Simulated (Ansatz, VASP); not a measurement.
# Two plane-wave programs on Ti

```
CELL_PARAMETERS angstrom
0.00000 2.15180 2.03000
1.90820 0.00000 2.03000
1.90820 2.15180 0.00000
ATOMIC_POSITIONS crystal
Ti 0.00000 0.00000 0.00000
```

Change from the starting cell: strain -0.0600 x Voigt [1, -1, 0, 0, 0, 0], atoms carried along.

Alike in both runs: task single point; functional PBEsol; k mesh 20 × 20 × 20; occupations gaussian, width 0.15 eV; no spin polarisation.

```csv
,VASP,Ansatz
version,VASP 6.6.1,Ansatz 0.2.0
potentials or method,"VASP PAW PBE potentials, release 64 (Ti_sv)","scalar-relativistic, plane waves, PAW"
plane-wave cutoff (eV),520,420
valence electrons in the cell,12,12
```

```csv
,VASP,Ansatz,Ansatz less VASP
gap on the k mesh at the Fermi level (eV),none,none,-
pressure (GPa),-0.3,0.0,+0.30
largest component of the traceless stress (GPa),1.73,1.73,-0.010
```

A gap of «none» marks a metal or a gap that the smearing closes. The functional is the same, so the differences come from potentials, cutoffs and numerics.

Caveats: the PAW data sets were made with another functional, which shifts forces and pressure a little (VASP).
